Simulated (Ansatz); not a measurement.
# Band structure of Ti

```
Ti
1.0
     0.00000    2.03000    2.03000
     2.03000    0.00000    2.03000
     2.03000    2.03000    0.00000
Ti
1
Direct
  0.00000 0.00000 0.00000
```

The cell is COD entry 1534878, as deposited and not checked against the literature; nothing was relaxed.

These are results of Ansatz 0.2.0, DFT, PBE, all-electron LAPW, scalar-relativistic, not measurements.

Sampling and basis: a Γ-centred 15×15×15 k mesh, Fermi–Dirac smearing of 0.05 eV, basis error target 0.25 meV/atom, no spin polarisation.

Points in fractions of the reciprocal vectors of this cell: Γ (0, 0, 0), X (0.5, 0, 0.5), U (0.625, 0.25, 0.625), K (0.375, 0.375, 0.75), L (0.5, 0.5, 0.5), W (0.5, 0.25, 0.75). The path joins them by straight lines in the order Γ–X–U–K–Γ–L–W–X; legs that retrace an earlier one aren't tabulated. Energies are in eV from the Fermi level.

Is there a gap?

none: bands cross the Fermi level, a metal.

List the levels between -8 and 1.5 eV at the symmetry points.


Γ: -6.15, 0.90 (×3)
X: -2.71, -1.82
U: -1.82, -1.28, 0.72
K: -1.82, -1.28, 0.72
L: -2.67, 0.72, 0.78 (×2)
W: -1.61, -0.40 (×2)
